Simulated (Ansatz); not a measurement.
# RbBr: the cost of one run

Program: Ansatz 0.2.0. Level of theory: DFT LDA, scalar-relativistic, plane waves, PAW. These are calculated values, not measurements.

2 further runs of the same task are left out: 2 that didn't finish.

### Step 1. The starting structure

It takes space group Fm-3m (No. 225, cubic). Conventional cell: a = 6.855 Å, b = 6.855 Å, c = 6.855 Å, α = 90.00°, β = 90.00°, γ = 90.00°. Rb (site symmetry m-3m) is surrounded by 6 Br at 3.43 Å. Around Br (site symmetry m-3m) lie 6 Rb at 3.43 Å.

Coordinates:

```cif
data_structure
_symmetry_space_group_name_H-M 'Fm-3m'
_symmetry_Int_Tables_number 225
_cell_length_a 6.8550
_cell_length_b 6.8550
_cell_length_c 6.8550
_cell_angle_alpha 90.000
_cell_angle_beta 90.000
_cell_angle_gamma 90.000
_cell_volume 322.12
loop_
_atom_site_label
_atom_site_type_symbol
_atom_site_symmetry_multiplicity
_atom_site_Wyckoff_symbol
_atom_site_fract_x
_atom_site_fract_y
_atom_site_fract_z
_atom_site_occupancy
Rb1 Rb 4 a 0.00000 0.00000 0.00000 1
Br1 Br 4 b 0.50000 0.00000 0.00000 1
```

No relaxation comes first: the listed cell is the starting point.

### Step 2. Zero of energy

The reference gives a free energy of -5868.0999 eV, pressure -1.23 GPa, largest force 0.000 eV/Å and gap on the mesh 3.95 eV. It was computed beforehand with the settings of the runs below.

### Step 3. Next: a strain scan

The cell is strained by ε times the Voigt pattern (1, 0, 0, 0, 0, 0) (xx, yy, zz, yz, xz, xy; engineering shear), with fractional coordinates fixed (clamped ions). The stress on the pattern is the sum of the stress components weighted by it, tension positive.

### Step 4. ε = -0.1000

Input file input.yaml:

```yaml
crystal:
  lattice:
    - [0.0, 3.4275, 3.4275]
    - [3.08475, 0.0, 3.4275]
    - [3.08475, 3.4275, 0.0]
  atoms:
    - { symbol: Rb, position: [0.0, 0.0, 0.0] }
    - { symbol: Br, position: [0.5, 0.5, 0.5] }
basis:
  ecutwfc: 420
kpoints:
  mp_grid: { grid: [6, 6, 6] }
hamiltonian:
  xc: lda
scf:
  occupations: { method: gaussian, width: 0.05 }
output:
  forces: true
  stress: true
  eigenvalues: true
```

Run with:

```
ansatz run input.yaml --threads 1 --pin off --max-ram 1228MiB --backend cpu --events-out ev --progress --plain --runs-dir out
```

What time and memory should one allow on 1 thread of an x86-64 CPU, shared host?

About 1.2 s, with a peak of 0.33 GiB.
